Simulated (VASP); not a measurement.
Wanted: the native input for a VASP 6.6.1 run.

```
Task                   : single point
Functional             : BLYP
Potentials or basis    : VASP PAW PBE potentials, release 64 (Tl_d)
Cutoff                 : 520 eV
k mesh                 : 8 × 8 × 12
Occupations            : fermi-dirac, width 0.1 eV
Spin                   : no spin polarisation
Dipole correction      : no
Further INCAR settings : ALGO = Fast; EDIFF = 1e-06; NBANDS = 26
```

The structure of Tl lies in POSCAR:

```
Tl
1.0
    5.8851409890      0.0000000000      0.0000000000
   -2.9425704945      5.0966816013      0.0000000000
    0.0000000000      0.0000000000      3.5922402808
Tl
3
Direct
    1.0000000000      1.0000000000      0.0000000000
    0.3333333333      0.6666666667      0.5000000000
    0.6666666667      0.3333333333      0.5000000000
```

This isn't the form of Tl at room conditions, which is hcp.

The input as run:

INCAR

```
SYSTEM = Tl
PREC = Accurate
ENCUT = 520
EDIFF = 1E-6
ISMEAR = -1
SIGMA = 0.1
LREAL = .False.
LASPH = .True.
NELM = 80
ALGO = Fast
ISIF = 2
LWAVE = .False.
LCHARG = .True.
GGA = B5
ALDAX = 1.0
AGGAX = 1.0
AGGAC = 1.0
ALDAC = 0.0
LELF = .True.
LVHAR = .True.
NBANDS = 26
```

KPOINTS

```
regular mesh
0
Gamma
  8 8 12
  0 0 0
```

Potentials or basis: VASP PAW PBE potentials, release 64 (Tl_d).

The run is started by

```console
$ cat potpaw_PBE.64/Tl_d/POTCAR > POTCAR
$ mpirun -np 1 vasp_std > vasp.out
```

Results of the run:

* Pressure: 0.1 GPa
* Band gap on the k mesh: none (metal or under the smearing width)

Caveat: the PAW data sets were made with another functional, which shifts forces and pressure a little.

Run time: 75 s on 1 thread of Intel(R) Xeon(R) 6975P-C (Granite Rapids), on a shared host, peak memory 0.33 GiB.
